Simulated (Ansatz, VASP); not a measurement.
Two plane-wave programs on Ag

The input INCAR:

```
SYSTEM = Ag
PREC = Accurate
ENCUT = 520
EDIFF = 1E-6
ISMEAR = -1
SIGMA = 0.05
LREAL = .FALSE.
LASPH = .TRUE.
NELM = 100
ALGO = Normal
ISIF = 2
LWAVE = .FALSE.
LCHARG = .FALSE.
GGA = PS
NBANDS = 12
```

File KPOINTS:

```
regular mesh
0
G
  10 10 10
  0 0 0
```

The input POSCAR:

```
Ag
1.0
   -1.6390974600      1.6390974600      1.6556540000
    1.6390974600     -1.6390974600      1.6556540000
    1.6390974600      1.6390974600     -1.6556540000
Ag
1
Direct
    0.0000000000      0.0000000000      0.0000000000
```

Contents of input.yaml:

```yaml
crystal:
  lattice:
    - [-1.63909746, 1.63909746, 1.655654]
    - [1.63909746, -1.63909746, 1.655654]
    - [1.63909746, 1.63909746, -1.655654]
  atoms:
    - { symbol: Ag, position: [0.0, 0.0, 0.0] }
hamiltonian:
  xc: pbesol
  pseudopotentials: { kind: paw }
kpoints:
  mp_grid: { grid: [10, 10, 10] }
scf:
  occupations: { method: fermi_dirac, width: 0.05 }
output:
  forces: true
  stress: true
  eigenvalues: true
```

This isn't the form of Ag at room conditions, which is fcc.

Alike in both runs: task single point; functional PBEsol; k mesh 10 × 10 × 10; occupations fermi-dirac, width 0.05 eV; no spin polarisation.

|  | VASP | Ansatz |
| --- | --- | --- |
| version | VASP 6.6.1 | Ansatz 0.2.0 |
| potentials or method | VASP PAW PBE potentials, release 64 (Ag) | Ansatz PAW |
| plane-wave cutoff (eV) | 520 | 420 |
| valence electrons in the cell | 11 | 19 |

```csv
,VASP,Ansatz,Ansatz less VASP
gap on the k mesh at the Fermi level (eV),none,none,-
pressure (GPa),-5.7,-5.6,+0.14
largest component of the traceless stress (GPa),0.50,0.51,+0.003
```

A gap of «none» marks a metal or a gap that the smearing closes. The functional is the same, so the differences come from potentials, cutoffs and numerics. The two sets of potentials don't hold the same shells in valence.

Caveats: the PAW data sets were made with another functional, which shifts forces and pressure a little (VASP); the PAW data sets come from PBE, with cores solved anew for the run's functional, which leaves a small shift of forces and pressure (Ansatz).
